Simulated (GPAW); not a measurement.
A run of GPAW 26.7.0 is set up as follows.

Contents of run.py:

```python
import numpy as np
from ase import Atoms
from ase.io import write
from ase.optimize import BFGS
from gpaw import GPAW, PW

atoms = Atoms(['Cu', 'Cu', 'Cu', 'Cu', 'Cu'],
              cell=[[2.5307640267, 0, 0.0],
                    [-1.2653820133, 2.1917059381, 0.0],
                    [0.0, 0.0, 23.261815]],
              scaled_positions=[[0.0, 0.0, 0.322416802],
                                [0.33333333, 0.66666666, 0.4112084018],
                                [0.0, 0.0, 0.5000000017],
                                [0.66666667, 0.33333334, 0.5887916016],
                                [0.0, 0.0, 0.6775832015]],
              pbc=True)
atoms.pbc = (True, True, False)

calc = GPAW(mode=PW(450),
            xc='PBE',
            kpts={'size': (12, 12, 1), 'gamma': True},
            occupations={'name': 'fermi-dirac', 'width': 0.05},
            nbands=51,
            convergence={'density': 1e-05, 'energy': 1e-05},
            maxiter=150,
            poissonsolver={'dipolelayer': 'xy'},
            txt='gpaw.txt')
atoms.calc = calc
opt = BFGS(atoms, trajectory='relax.traj', logfile='-')
done = opt.run(fmax=0.02, steps=60)
calc.write('gs.gpw')
write('result.traj', atoms)
print('Converged:', done)
print('Cell:', atoms.cell.cellpar().round(4))
print('Volume:', round(atoms.get_volume(), 4))
print(atoms.get_scaled_positions().round(5))

v = calc.get_electrostatic_potential().mean(axis=(0, 1))
z = np.arange(len(v)) * atoms.cell[2, 2] / len(v)
ef = calc.get_fermi_level()
np.savetxt('planar.dat', np.c_[z, v], fmt='%.4f')
below, above = np.interp([1.5, atoms.cell[2, 2] - 1.5], z, v) - ef
print(f'Work functions: bottom {below:.4f} eV, top {above:.4f} eV')
print('Dipole moment:', *calc.get_dipole_moment().round(5), 'e A')
```

Potentials or basis: GPAW PAW data sets (gpaw-data 1.2.1), pw.

Command:

```console
$ OMP_NUM_THREADS=1 python run.py
```

Q: What does it give for the work function of the lower face?

A: 4.83 eV.

Q: What does it give for the dipole across the slab?

A: 0.00 e·Å.

The path:
```csv
step,energy change (eV),largest force (eV/Å)
1,0.0000,0.2339
2,-0.0014,0.2196
3,-0.0124,0.1923
4,-0.0135,0.2008
5,-0.0174,0.1759
6,-0.0198,0.1139
7,-0.0214,0.0284
8,-0.0216,0.0053
```

Caveat: the cutoff is short for stress and forces, so pressures can be off by a GPa or more; later steps reuse the first step's grids.
